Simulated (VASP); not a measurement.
A run of VASP 6.6.1 is set up as follows.

INCAR

```
SYSTEM = C
PREC = Accurate
ENCUT = 520
EDIFF = 1E-6
ISMEAR = -1
SIGMA = 0.05
LREAL = .False.
LASPH = .True.
NELM = 100
ALGO = Fast
ISIF = 2
LWAVE = .False.
LCHARG = .True.
GGA = PE
LELF = .True.
LVHAR = .True.
NBANDS = 11
```

KPOINTS

```
Automatic mesh
0
Gamma
  18 18 18
  0 0 0
```

The input POSCAR:

```
C
1.0
    0.0000000000      2.1198862345      3.3368025920
    1.2238929459      0.0000000000      3.3368025920
    1.2238929459      2.1198862345      0.0000000000
C
2
Direct
    0.1666700000      0.8333300000      0.1666700000
    0.8333300000      0.1666700000      0.8333300000
```

Potentials or basis: VASP PAW PBE potentials, release 64 (C).

Run with:

```sh
$ cat potpaw_PBE.64/C/POTCAR > POTCAR
$ mpirun -np 1 vasp_std > vasp.out
```

Task: Estimate the band gap on the k mesh.

Result: 0.08 eV, indirect (least direct gap 0.15 eV).

Task: Estimate the largest force.

Result: 0.003 eV/Å.

Forces on the atoms (eV/Å):
```
C    0.000  0.003  0.000
C    0.000 -0.003  0.000
```

A k mesh can miss the band edges.
